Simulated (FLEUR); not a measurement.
# Ag (Fm-3m) in FLEUR: notebook

One crystal, Ag, is run at these levels: LDA; tasks: equation of state.

Program: FLEUR MaX-R8.1 (later development tree). These are calculated values, not measurements. Logs are shortened: lines on timing, memory, paths and dates and some standing lists are left out, and cuts for length are marked.

## 1. The crystal as given

The structure is cubic, space group Fm-3m (No. 225). Conventional cell: a = 4.085 Å, b = 4.085 Å, c = 4.085 Å, α = 90.00°, β = 90.00°, γ = 90.00°. Ag (site symmetry m-3m) has 12 Ag at 2.89 Å as nearest neighbours.

## 2. Equation of state, LDA, 16.03 Å³/atom (volume scaled by 0.94)

inp.xml

```xml
<?xml version="1.0" encoding="UTF-8" standalone="no"?>
<fleurInput fleurInputVersion="0.39">
   <comment>
      Ag                                                                                                  
   </comment>
   <calculationSetup>
      <cutoffs Kmax="4.1" Gmax="12.7" GmaxXC="12.7" numbands="0"/>
      <scfLoop itmax="60" minDistance="0.00001" maxIterBroyd="15" imix="Anderson" alpha="0.05" precondParam="0.0" spinf="2.0" sdNocoIR="T"/>
      <coreElectrons ctail="T" frcor="F" kcrel="0" coretail_lmax="0"/>
      <xcFunctional name="vwn" relativisticCorrections="F"/>
      <magnetism jspins="1"/>
      <soc l_soc="F" theta="0.0" phi="0.0" spav="F"/>
      <expertModes spex="0" secvar="F"/>
      <geometryOptimization l_f="F" forcealpha="1.0" forcemix="BFGS" epsdisp="0.00001" epsforce="0.00001"/>
      <ldaU l_linMix="F" mixParam="0.05" spinf="1.0"/>
   </calculationSetup>
   <cell>
      <bzIntegration valenceElectrons="19.0" mode="hist" fermiSmearingEnergy="0.00183747">
         <kPointListSelection listName="default-1"/>
         <!-- k-points included here -->
         <xi:include xmlns:xi="http://www.w3.org/2001/XInclude" href="kpts.xml"> </xi:include>
      </bzIntegration>
      <!-- symmetry operations included here -->
      <xi:include xmlns:xi="http://www.w3.org/2001/XInclude" href="sym.xml"> </xi:include>
      <bulkLattice scale="0.9795861087">
         <bravaisMatrix>
            <row-1>    0.0000000000000000     3.8602380410266495     3.8602380410266495</row-1>
            <row-2>    3.8602380410266495     0.0000000000000000     3.8602380410266495</row-2>
            <row-3>    3.8602380410266495     3.8602380410266495     0.0000000000000000</row-3>
         </bravaisMatrix>
      </bulkLattice>
   </cell>
   <atomSpecies>
      <species name="Silver (Ag)" element="Ag" atomicNumber="47">
         <mtSphere radius="2.48" gridPoints="837" logIncrement="0.015"/>
         <atomicCutoffs lmax="10" lnonsphr="10"/>
         <electronConfig flipSpins="F">
            <coreConfig>(1s1/2) (2s1/2) (2p1/2) (2p3/2) (3s1/2) (3p1/2) (3p3/2) (3d3/2) (3d5/2)</coreConfig>
            <valenceConfig>(4s1/2) (4p1/2) (4p3/2) (5s1/2) (4d3/2) (4d5/2)</valenceConfig>
            <stateOccupation state="(5s1/2)" spinUp="0.500000" spinDown="0.500000"/>
         </electronConfig>
         <energyParameters s="5" p="5" d="4" f="4"/>
         <lo type="SCLO" l="0" n="4" eDeriv="0"/>
         <lo type="SCLO" l="1" n="4" eDeriv="0"/>
         <lo type="SCLO" l="1" n="4" eDeriv="1"/>
         <lo type="SCLO" l="2" n="4" eDeriv="2"/>
         <lo type="SCLO" l="3" n="4" eDeriv="2"/>
      </species>
   </atomSpecies>
   <atomGroups>
      <atomGroup species="Silver (Ag)">
         <relPos label="                   1">.0000000000 .0000000000 .0000000000</relPos>
         <force calculate="T" relaxXYZ="TTT"/>
      </atomGroup>
   </atomGroups>
   <output dos="F" band="F" slice="F">
      <checks vchk="F" cdinf="F"/>
      <bandDOS minEnergy="-.5*Htr" maxEnergy="0.5*Htr" sigma="0.015" storeEVData="T"/>
      <vacuumDOS vacdos="F" integ="F" star="F" nstars="0" locx1="0.0" locy1="0.0" locx2="0.0" locy2="0.0" nstm="0" tworkf="0.0"/>
      <unfoldingBand unfoldBand="F" supercellX="1" supercellY="1" supercellZ="1"/>
      <plotting iplot="0" polar="F">
         <plot TwoD="T" vec1="  1.0  0.0  0.0" vec2="  0.0  1.0  0.0" vec3="  0.0  0.0  1.0" zero="  0.0  0.0  0.0" file="plot"/>
      </plotting>
      <chargeDensitySlicing numkpt="0" minEigenval="0.0" maxEigenval="0.0" nnne="0" pallst="F"/>
      <specialOutput eonly="F"/>
      <moessbauerParams electricFieldGradient="T" isomerShift="T" coreHyperfine="T" valenceHyperfine="T"/>
      <magneticCircularDichroism mcd="F" energyLo="-10.0" energyUp="0.0"/>
   </output>
  <!-- We include the file relax.xml here to enable relaxations (see documentation) -->
  <xi:include xmlns:xi="http://www.w3.org/2001/XInclude" href="relax.xml"> <xi:fallback/> </xi:include>
</fleurInput>
```

Potentials or basis: all-electron, FLAPW.

Started as:

```sh
$ inpgen -f crystal.txt -profile fastHighL
$ # inp.xml edited to the form shown
$ fleur_MPI
```

What it wrote:

```text
Welcome to FLEUR        (www.flapw.de)
      MaX-Release 8.1          (www.max-centre.eu)

 ========== k-point set info ==========
 Selected k-point list: default-1
 k-point list type: mesh
 11 x 11 x 11
 Number of k points: 56

 ------------Calculation Setup---------------------------
 Number of MPI-tasks      :            1
 Number of PE/node        :            1
 Number of OMP-threads    :            1
 Most efficient MPI parallelization for:
           1           2           4           7           8          14          28          56
 Additional eigenvalue parallelization possible
 Number of basis functions:          172
 Approximate size of matrices (H+S) per k-point:         0.000 GB
 --------------------------------------------------------
 Iteration:     1   Distance:      12.85427796 me/bohr^3
 Iteration:     2   Distance:      10.94679461 me/bohr^3
 Iteration:     3   Distance:       4.05477291 me/bohr^3
 Iteration:     4   Distance:       2.79763533 me/bohr^3
 Iteration:     5   Distance:       1.35988971 me/bohr^3
 Iteration:     6   Distance:       0.12335743 me/bohr^3
 Iteration:     7   Distance:       0.16482462 me/bohr^3
 Iteration:     8   Distance:       0.00247355 me/bohr^3
 Iteration:     9   Distance:       0.00657087 me/bohr^3
 Iteration:    10   Distance:       0.00042762 me/bohr^3
 Iteration:    11   Distance:       0.00010367 me/bohr^3
 Iteration:    12   Distance:       0.00001331 me/bohr^3
 Iteration:    13   Distance:       0.00000009 me/bohr^3

 ********************************************************************
 Run finished successfully
 Stop message:
   all done
 ********************************************************************
```

out.xml (last iteration):

```text
<iteration numberForCurrentRun="   13" overallNumber="   13">
         <energyParameters units="Htr">
            <atomicEP atomType="1" spin="1" branch="5s" branchLowest="-3.01" branchHighest="1.60" value="0.2337094983"/>
            <atomicEP atomType="1" spin="1" branch="5p" branchLowest="-1.66" branchHighest="2.27" value="0.3796703788"/>
            <atomicEP atomType="1" spin="1" branch="4d" branchLowest="-12.71" branchHighest="0.34" value="0.1981722413"/>
            <atomicEP atomType="1" spin="1" branch="4f" branchLowest="-9.99" branchHighest="2.35" value="0.6852642514"/>
            <loAtomicEP atomType="1" spin="1" branch="4s" branchLowest="-24.60" branchHighest="-3.01" value="-3.0169503203"/>
            <loAtomicEP atomType="1" spin="1" branch="4p" branchLowest="-19.99" branchHighest="-1.66" value="-1.6825958470"/>
            <loAtomicEP atomType="1" spin="1" branch="4p" branchLowest="-19.99" branchHighest="-1.66" value="-1.6825958470"/>
            <loAtomicEP atomType="1" spin="1" branch="4d" branchLowest="-12.71" branchHighest="0.34" value="0.1915548468"/>
            <loAtomicEP atomType="1" spin="1" branch="4f" branchLowest="-9.99" branchHighest="2.35" value="0.6852661752"/>
         </energyParameters>
         <eigenvalues>
            <eigenvaluesAt spin="1" ikpt="1" k_x="0.00000000" k_y="0.00000000" k_z="0.00000000">
                      -3.0178193739       -1.6739686860       -1.6739686860       -1.6739686860        0.0531078319
                       0.1757315035        0.1757315035        0.1757315035        0.2191000367        0.2191000367
                       0.9469499038        1.0886516081        1.0886516081        1.0886516081        1.2878017339
            </eigenvaluesAt>
            <eigenvaluesAt spin="1" ikpt="2" k_x="0.00000000" k_y="0.00000000" k_z="0.09090909">
                      -3.0177499788       -1.6745912990       -1.6740609281       -1.6740609281        0.0630177376
                       0.1733648822        0.1785563600        0.1785563600        0.2180626848        0.2180626848
                       0.9491910648        1.0250622346        1.0949421429        1.0949421429        1.2687965828
            </eigenvaluesAt>
            <eigenvaluesAt spin="1" ikpt="3" k_x="0.00000000" k_y="0.00000000" k_z="0.18181818">
                      -3.0175647808       -1.6762606950       -1.6743104500       -1.6743104500        0.0889273373
                       0.1712802669        0.1836314648        0.1836314648        0.2183480890        0.2183480890
                       0.8799948982        0.9830733474        1.1067725253        1.1067725253        1.2163790104
            </eigenvaluesAt>
            <eigenvaluesAt spin="1" ikpt="4" k_x="0.00000000" k_y="0.00000000" k_z="0.27272727">
                      -3.0173213076       -1.6784390230       -1.6746366683       -1.6746366683        0.1110396547
                       0.1833254095        0.1833254095        0.1915859626        0.2270896409        0.2270896409
                       0.7516032390        0.9676505425        1.0991154534        1.0991154534        1.2225687989
            </eigenvaluesAt>
         </eigenvalues>
         <bandgap value="0.2017201131" units="eV"/>
         <sumValenceSingleParticleEnergies value="-13.9635079476" units="Htr"/>
         <FermiEnergy value="0.3655521958" units="Htr"/>
         <valenceDensity>
            <mtCharges spin="1">
               <mtCharge atomType="1" total="17.7706433" s="2.4056267" p="6.2943175" d="9.0379008" f="0.0249634"/>
            </mtCharges>
            <spinDependentCharge spin="1" total="19.0000000" interstitial="1.2293567" mtSpheres="17.7706433"/>
            <totalCharge value="19.0000000000"/>
         </valenceDensity>
         <coreStates atomType="     1" atomicNumber=" 47" spin="1" kinEnergy="   5358.4837595531" eigValSum="  -3161.2318304721" lostElectrons=" 0.000000">
            <state n="1" l="0" j="0.5" energy="-928.7127407139" weight="1.0000000000"/>
            <state n="2" l="0" j="0.5" energy="-136.3429416921" weight="1.0000000000"/>
            <state n="2" l="1" j="0.5" energy="-126.7463975393" weight="1.0000000000"/>
            <state n="2" l="1" j="1.5" energy="-120.3129140631" weight="2.0000000000"/>
            <state n="3" l="0" j="0.5" energy="-24.5957662380" weight="1.0000000000"/>
            <state n="3" l="1" j="0.5" energy="-20.7738369853" weight="1.0000000000"/>
            <state n="3" l="1" j="1.5" energy="-19.6382237251" weight="2.0000000000"/>
            <state n="3" l="2" j="1.5" energy="-12.8457715566" weight="2.0000000000"/>
            <state n="3" l="2" j="2.5" energy="-12.6168044593" weight="3.0000000000"/>
         </coreStates>
         <allElectronCharges>
            <spinDependentCharge spin="1" total="47.0000000" interstitial="1.2293567" mtSpheres="45.7706433"/>
            <totalCharge value="46.9999999995"/>
         </allElectronCharges>
         <moessbauerParams unitsHFF="kG" unitsIS="e/bohr^3" unitsEFG="Htr/bohr^2">
            <coreIsomerShift atomType="1" isTotal="146839.51205">
               <shell n="1" l="0" isomerShift="128929.95617"/>
               <shell n="2" l="0" isomerShift="14754.28113"/>
               <shell n="2" l="1" isomerShift="308.73992"/>
               <shell n="3" l="0" isomerShift="2784.03258"/>
               <shell n="3" l="1" isomerShift="62.50224"/>
               <shell n="3" l="2" isomerShift="0.00001"/>
            </coreIsomerShift>
            <isomerShift atomType="1" nucleusRadius="0.0001124" averageDensity="147394.71861"/>
            <electricFieldGradient atomType="1" VXX="0.00000" VYY="0.00000" VZZ="0.00000" asymParam="0.00000">
            </electricFieldGradient>
         </moessbauerParams>
         <totalEnergy                                    value="    -5312.4640230924" units="Htr">
            <sumOfEigenvalues                            value="    -3175.1953384196">
               <coreElectrons value="-3161.2318304721"/>
               <valenceElectrons value="-13.9635079476"/>
            </sumOfEigenvalues>
            <densityCoulombPotentialIntegral value="-8540.9575906589"/>
            <densityEffectivePotentialIntegral value="-8732.6762202187"/>
            <chargeDenXCDenIntegral value="-144.5981365660"/>
            <FockExchangeEnergyValence value="0.0000000000"/>
            <FockExchangeEnergyCore value="0.0000000000"/>
            <atomTypeDependentContributions atomType="1">
               <electronNucleiInteractionDifferentMTs value="6434.5416344799"/>
               <MadelungTerm value="-20.3263385161"/>
            </atomTypeDependentContributions>
            <tkbTimesEntropy value="0.0000718996"/>
            <freeEnergy value="-5312.4640949920"/>
            <extrapolationTo0K value="-5312.4640590422"/>
         </totalEnergy>
         <densityConvergence units="me/bohr^3">
            <chargeDensity spin="1" distance="0.0000000873"/>
         </densityConvergence>
      </iteration>
```

Run time: 9.9 s. Hardware: 1 thread of Arm Neoverse V1, shared host; peak memory 0.05 GiB.

What came out:

```yaml
Free_energy: -144559.5124 eV
Band_gap_on_the_k_mesh: none (metal or under the smearing width)
Valence_electrons_inside_the_program's_atomic_spheres: Ag 17.77 (radii Ag 2.48 bohr)
```

## 3. Equation of state, LDA, 16.37 Å³/atom (volume scaled by 0.96)

Changes to inp.xml since step 2:

```diff
@@ -24,3 +24,3 @@
       <xi:include xmlns:xi="http://www.w3.org/2001/XInclude" href="sym.xml"> </xi:include>
-      <bulkLattice scale="0.9795861087">
+      <bulkLattice scale="0.9864848297">
          <bravaisMatrix>
```

Potentials or basis: all-electron, FLAPW.

Started as:

```sh
$ inpgen -f crystal.txt -profile fastHighL
$ # inp.xml edited to the form shown
$ fleur_MPI
```

Run time: 9.9 s. Hardware: 1 thread of Arm Neoverse V1, shared host; peak memory 0.05 GiB.

Results (log left out):

```
Free energy                                           : -144559.5083 eV
Band gap on the k mesh                                : none (metal or under the smearing width)
Valence electrons inside the program's atomic spheres : Ag 17.75 (radii Ag 2.48 bohr)
```

## 4. Equation of state, LDA, 17.05 Å³/atom

Changes to inp.xml since step 3:

```diff
@@ -24,3 +24,3 @@
       <xi:include xmlns:xi="http://www.w3.org/2001/XInclude" href="sym.xml"> </xi:include>
-      <bulkLattice scale="0.9864848297">
+      <bulkLattice scale="1.0000000000">
          <bravaisMatrix>
```

Started as:

```sh
$ inpgen -f crystal.txt -profile fastHighL
$ # inp.xml edited to the form shown
$ fleur_MPI
```

Run time: 11 s. Hardware: 1 thread of Arm Neoverse V1, shared host; peak memory 0.05 GiB.

Results (log left out):

* Free energy: -144559.4845 eV
* Band gap on the k mesh: none (metal or under the smearing width)
* Valence electrons inside the program's atomic spheres: Ag 17.70 (radii Ag 2.48 bohr)

## 5. Equation of state, LDA, 17.73 Å³/atom (volume scaled by 1.04)

Changes to inp.xml since step 4:

```diff
@@ -24,3 +24,3 @@
       <xi:include xmlns:xi="http://www.w3.org/2001/XInclude" href="sym.xml"> </xi:include>
-      <bulkLattice scale="1.0000000000">
+      <bulkLattice scale="1.0131594038">
          <bravaisMatrix>
```

Started as:

```sh
$ inpgen -f crystal.txt -profile fastHighL
$ # inp.xml edited to the form shown
$ fleur_MPI
```

Wall time 11 s (1 thread of Arm Neoverse V1, shared host); peak memory 0.05 GiB.

Results (log left out):

```yaml
Free_energy: -144559.4446 eV
Band_gap_on_the_k_mesh: none (metal or under the smearing width)
Valence_electrons_inside_the_program's_atomic_spheres: Ag 17.67 (radii Ag 2.48 bohr)
```

## 6. Equation of state, LDA, 18.07 Å³/atom (volume scaled by 1.06)

Changes to inp.xml since step 5:

```diff
@@ -24,3 +24,3 @@
       <xi:include xmlns:xi="http://www.w3.org/2001/XInclude" href="sym.xml"> </xi:include>
-      <bulkLattice scale="1.0131594038">
+      <bulkLattice scale="1.0196128224">
          <bravaisMatrix>
```

Potentials or basis: all-electron, FLAPW.

Started as:

```sh
$ inpgen -f crystal.txt -profile fastHighL
$ # inp.xml edited to the form shown
$ fleur_MPI
```

Wall time 11 s (1 thread of Arm Neoverse V1, shared host); peak memory 0.05 GiB.

Results (log left out):

| Quantity | Value |
| --- | --- |
| Free energy | -144559.4200 eV |
| Band gap on the k mesh | none (metal or under the smearing width) |
| Valence electrons inside the program's atomic spheres | Ag 17.65 (radii Ag 2.48 bohr) |

## 7. Equation of state, LDA

No new run: the results of the series are fitted here.

Results:

```yaml
Equilibrium_volume: "15.97 Å³/atom (rough: see the caveat)"
Bulk_modulus: 144 GPa (rough)
```

Energy against volume, from the lowest point:
| volume (Å³/atom) | energy (meV/atom) |
| --- | --- |
| 16.025 | 0.00 |
| 16.366 | 4.07 |
| 17.048 | 27.89 |
| 17.730 | 67.80 |
| 18.071 | 92.37 |

Caveat: the minimum lies outside the volumes run.
